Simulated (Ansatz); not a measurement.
The system is Li2S.

```
CELL_PARAMETERS angstrom
0.00000 2.84450 2.84450
2.84450 0.00000 2.84450
2.84450 2.84450 0.00000
ATOMIC_POSITIONS crystal
S 0.00000 0.00000 0.00000
Li 0.75000 0.75000 0.75000
Li 0.25000 0.25000 0.25000
```

Base run:

- Program: Ansatz 0.2.0
- Functional: PBE
- Potentials or basis: Ansatz PAW
- Cutoff: 420 eV
- Density cutoff: 1680 eV
- k mesh: 8 × 8 × 8
- Occupations: fermi-dirac, width 0.05 eV
- Spin: no spin polarisation

Its results: band gap on the k mesh 3.39 eV, indirect (least direct gap 4.29 eV); pressure 0.4 GPa.

The run is repeated on the same cell with these changes: functional from PBE to r2SCAN; cutoff from 420 eV to 500 eV; density cutoff from 1680 eV to 2000 eV. What comes out?

Band gap on the k mesh 3.87 eV, indirect (least direct gap 4.96 eV); pressure 0.0 GPa.

r2SCAN gives the wider gap, since meta-GGAs in the generalised Kohn-Sham scheme recover part of the derivative discontinuity.

Caveats: the PAW data sets come from PBE, with cores solved anew for the run's functional, which leaves a small shift of forces and pressure (some runs).

Not every run made on this cell is shown here.
